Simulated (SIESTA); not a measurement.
Hf:

```
Hf
1.0
     0.00000    2.22000    2.22000
     2.22000    0.00000    2.22000
     2.22000    2.22000    0.00000
Hf
1
Cartesian
  0.0000 0.0000 0.0000
```

This isn't the form of Hf at room conditions, which is hcp.

Base run:

* Program: SIESTA 5.4.2
* Functional: optB88-vdW
* Potentials or basis: PseudoDojo 0.4 standard (PBE files)
* Basis: DZP (energy shift 0.002 Ry)
* Grid cutoff: 800 Ry
* Energy shift: 0.002 Ry
* k mesh: 10 × 10 × 10
* Occupations: fermi-dirac, width 0.05 eV
* Spin: no spin polarisation

Its results: band gap on the k mesh none (metal or under the smearing width); pressure 1.9 GPa.

Question: The run is repeated on the same cell with these changes: basis from DZP (energy shift 0.002 Ry) to DZP (energy shift 0.005 Ry); energy shift from 0.002 Ry to 0.005 Ry. What comes out?

Answer: Band gap on the k mesh none (metal or under the smearing width); pressure 0.5 GPa.

Caveats: semicore shells carry a single zeta, which can move pressures by several GPa and volumes by a few percent; the potentials were made for another functional, which shifts forces and pressure; the basis of atomic orbitals isn't converged, which shifts pressures, moduli and gaps.
